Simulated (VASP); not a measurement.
Runs of VASP 6.6.1 on NaI. Symmetry: Fm-3m, No. 225, cubic system. Conventional cell: a = 6.473 Å, b = 6.473 Å, c = 6.473 Å, α = 90.00°, β = 90.00°, γ = 90.00°. I (site symmetry m-3m) is surrounded by 6 Na at 3.24 Å. Na (site symmetry m-3m) is surrounded by 6 I at 3.24 Å. 

| task | level | potentials or basis | spin | cell | k mesh | cutoff (eV) | smearing | gap on the mesh (eV) | pressure (GPa) | relaxed volume (Å³/atom) |
| --- | --- | --- | --- | --- | --- | --- | --- | --- | --- | --- |
| single point | PBE | VASP PAW PBE potentials, release 64 (I, Na_pv) | off | as given | 7 × 7 × 7 | 520 | gaussian 0.019 eV | 3.64 | 0.4 | - |
| single point | PBE | VASP PAW PBE potentials, release 64 (I, Na_pv) | off | as given | 7 × 7 × 7 | 520 | gaussian 0.011 eV | 3.64 | 0.4 | - |
| band structure | LDA | VASP PAW LDA potentials, release 64 (I, Na_pv) | off | as given | 7 × 7 × 7 | 520 | fermi-dirac 0.05 eV | 3.35 | -1.6 | - |
| relaxation of cell and atoms | PBE | VASP PAW PBE potentials, release 64 (I, Na_pv) | off | relaxed | 7 × 7 × 7 | 600 | fermi-dirac 0.05 eV | (c) | 0.0 | (a) |
| relaxation of cell and atoms | PBEsol | VASP PAW PBE potentials, release 64 (I, Na_pv) | off | relaxed | 7 × 7 × 7 | 600 | fermi-dirac 0.05 eV | 3.58 | 0.0 | 32.90 |
| band structure | PBE | VASP PAW PBE potentials, release 64 (I, Na_pv) | SOC, no magnetisation | as given | 5 × 5 × 5 | 520 | fermi-dirac 0.05 eV | - | 0.5 | - |
| band structure | PBE | VASP PAW PBE potentials, release 64 (I, Na_pv) | off | as given | 7 × 7 × 7 | 520 | fermi-dirac 0.05 eV | 3.64 | 0.4 | - |
| relaxation of cell and atoms | LDA | VASP PAW LDA potentials, release 64 (I, Na_pv) | off | relaxed | 7 × 7 × 7 | 600 | fermi-dirac 0.05 eV | (b) | -0.1 | 30.80 |

Question: Estimate the missing entries.

Answer: (a) 34.85; (b) 3.62; (c) 3.57.

Caveats: spin-orbit coupling is left out, which moves the levels of the heavy elements (some runs); the PAW data sets were made with another functional, which shifts forces and pressure a little (some runs).

A k mesh can miss the band edges, and rows without SOC leave out spin-orbit coupling on I.
